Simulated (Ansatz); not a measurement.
# TiO2: changing the functional

```xyz
6
Lattice="4.5998 0.0000 0.0000 0.0000 4.5998 0.0000 0.0000 0.0000 2.9592" Properties=species:S:1:pos:R:3 pbc="T T T"
Ti    0.0000    0.0000    1.4796
Ti    2.2999    2.2999    0.0000
O     1.3998    1.3998    1.4796
O     0.9001    3.6997    0.0000
O     3.6997    0.9001    0.0000
O     3.2000    3.2000    1.4796
```

Kept alike: task band structure; k mesh 6 × 6 × 9; occupations fermi-dirac, width 0.05 eV; no spin polarisation. Program: Ansatz, all-electron LAPW, scalar-relativistic. The mesh is that of the run's cell of 6 atoms. No spin-orbit coupling.

| run | band gap (eV) | pressure (GPa) |
| --- | --- | --- |
| A | 1.824 | -2.81 |
| B | 1.775 | -8.80 |
| C | 1.859 | 4.24 |

Pressure is positive in compression. Gaps are the smaller of the mesh's and the band path's.

Q: The runs differ in the functional alone: LDA; PBE; PBEsol. Which run is which?

A: Run A is PBEsol; run B is LDA; run C is PBE. The band gap runs from 1.775 (LDA) to 1.859 eV (PBE). From PBE: LDA -0.084; PBEsol -0.035. Measured: 3.05 eV (arxiv:2112.05953); nearest PBE, 1.191 eV off. Semilocal gaps fall short of quasiparticle gaps. The pressure runs from -8.80 (LDA) to 4.24 GPa (PBE). From PBE: LDA -13.04; PBEsol -7.05. A positive pressure means that the functional's own cell is larger than the one given, a negative one that it is smaller.
